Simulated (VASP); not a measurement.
Set up this calculation in VASP 6.6.1, as the native input.

```yaml
Task: relaxation of cell and atoms
Functional: PBE
Potentials_or_basis: VASP PAW PBE potentials, release 54 (As, Ga)
Cutoff: 900 eV
k_mesh: 8 × 8 × 8
Occupations: fermi-dirac, width 0.05 eV
Spin: no spin polarisation
Further_INCAR_settings: ALGO = Fast; EDIFF = 1e-06; IBRION = 2; EDIFFG = -0.01; NSW = 60; ISIF = 3
```

The structure of GaAs lies in POSCAR:

```
GaAs
1.0
    0.0000000000      2.8268500000      2.8268500000
    2.8268500000      0.0000000000      2.8268500000
    2.8268500000      2.8268500000      0.0000000000
As Ga
1 1
Direct
    0.7500000000      0.7500000000      0.7500000000
    0.0000000000      0.0000000000      0.0000000000
```

These files were run (other wordings do the same):

INCAR

```
PREC = Accurate
ENCUT = 900
EDIFF = 1E-6
ISMEAR = -1
SIGMA = 0.05
LREAL = False
LASPH = True
NELM = 60
ALGO = Fast
ISIF = 3
LWAVE = False
LCHARG = False
GGA = PE
IBRION = 2
NSW = 60
EDIFFG = -0.01
```

KPOINTS

```
Automatic mesh
0
Gamma
  8 8 8
```

Potentials or basis: VASP PAW PBE potentials, release 54 (As, Ga).

Launch:

```sh
$ cat potpaw_PBE.54/As/POTCAR potpaw_PBE.54/Ga/POTCAR > POTCAR
$ mpirun -np 1 vasp_std > vasp.out
```

Results of the run:

```
Relaxed volume                         : 23.91 Å³/atom
Relaxed cell                           : a = 4.074 Å, b = 4.074 Å, c = 4.074 Å, α = 60.00°, β = 60.00°, γ = 60.00°
Space group after relaxing (to 0.05 Å) : F-43m (No. 216)
Energy gained by relaxing              : 15.7 meV/atom
Ionic steps                            : 3
Pressure after relaxing                : 0.0 GPa
Band gap on the k mesh                 : 0.15 eV, direct
```

It took 73 s on 1 thread of AMD EPYC 7R13 Processor (Zen 3), on a shared host, peak memory 0.24 GiB.
